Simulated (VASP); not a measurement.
Write the native input for VASP 6.6.1 that does the following.

| Quantity | Value |
| --- | --- |
| Task | relaxation of cell and atoms |
| Functional | LDA |
| Potentials or basis | VASP PAW LDA potentials, release 64 (Nb_sv) |
| Cutoff | 600 eV |
| k mesh | 16 × 16 × 16 |
| Occupations | methfessel-paxton, width 0.1 eV |
| Spin | no spin polarisation |
| Further INCAR settings | ALGO = Normal; EDIFF = 1e-06; IBRION = 2; EDIFFG = -0.01; NSW = 90; ISIF = 3 |

The structure of Nb lies in POSCAR:

```
Nb
1.0
   -1.6639500000      1.6639500000      1.6639500000
    1.6639500000     -1.6639500000      1.6639500000
    1.6639500000      1.6639500000     -1.6639500000
Nb
1
Direct
    0.0000000000      0.0000000000      0.0000000000
```

One way to write it, as run:

INCAR

```
SYSTEM = Nb
PREC = Accurate ; ENCUT = 600
EDIFF = 1E-6 ; ISMEAR = 1
SIGMA = 0.1 ; LREAL = .FALSE.
LASPH = .TRUE. ; NELM = 80
ALGO = Normal ; ISIF = 3
LWAVE = .FALSE. ; LCHARG = .FALSE.
GGA = CA ; IBRION = 2
NSW = 90 ; EDIFFG = -0.01
```

KPOINTS

```
Automatic mesh
0
G
  16 16 16
  0 0 0
```

Potentials or basis: VASP PAW LDA potentials, release 64 (Nb_sv).

Launch:

```bash
$ cat potpaw_LDA.64/Nb_sv/POTCAR > POTCAR
$ mpirun -np 1 vasp_std > vasp.out
```

It gave:

- Relaxed volume: 17.11 Å³/atom
- Relaxed cell: a = 2.811 Å, b = 2.811 Å, c = 2.811 Å, α = 109.47°, β = 109.47°, γ = 109.47°
- Space group after relaxing (to 0.05 Å): Im-3m (No. 229)
- Energy gained by relaxing: 55.5 meV/atom
- Ionic steps: 7
- Pressure after relaxing: 0.0 GPa
- Band gap on the k mesh: none (metal or under the smearing width)

Run time: 39 s on 1 thread of Intel(R) Xeon(R) 6975P-C (Granite Rapids), on a shared host, peak memory 0.16 GiB.
